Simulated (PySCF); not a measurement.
Trends in electronic spectra. Computed with TDDFT CAM-B3LYP/def2-SVPD, vertical, gas phase, core orbitals frozen in the response in PySCF 2.14.0, density-fitted response routines. Geometries: GFN2-xTB; one conformer of each isolated species. Triplets are in the Tamm–Dancoff approximation. 'Strongest' means the level of largest summed f among the lowest 8 singlets; it needn't be the same kind of state in each.

Problem. Rank by computed LUMO energy, lowest first.
A. `C=C=C(C)[SiH2]CC`
B. `O=C(Cl)c1cc(F)cs1`
C. `Cc1ccncc1`
D. `CCCCC(=O)F`
E. `Nc1ccccc1`
F. `C1CC([C@@]1(F)C)=S`

Solution. B (-1.68 eV), F (-1.38 eV), C (0.44 eV), D (0.58 eV), E (1.00 eV), A (1.17 eV).

| SMILES | LUMO (eV) | f (S1) | gap (eV) | strongest (eV) | f (strongest) | S1 mainly |
| --- | --- | --- | --- | --- | --- | --- |
| O=C(Cl)c1cc(F)cs1 | -1.68 | 0.160 | 7.35 | 5.12 | 0.17 | H→L (94%) |
| C[C@@]1(F)CCC1=S | -1.38 | 0.000 | 6.58 | 5.68 | 0.13 | H→L (99%) |
| Cc1ccncc1 | 0.44 | 0.005 | 9.16 | 7.29 | 0.58 | H→L (97%) |
| CCCCC(=O)F | 0.58 | 0.002 | 11.00 | 8.56 | 0.06 | H→L (84%) |
| Nc1ccccc1 | 1.00 | 0.039 | 8.13 | 6.91 | 0.59 | H→L (88%) |
| C=C=C(C)[SiH2]CC | 1.17 | 0.001 | 9.75 | 7.43 | 0.96 | H-1→L+2 (38%) |

H and L stand for HOMO and LUMO.
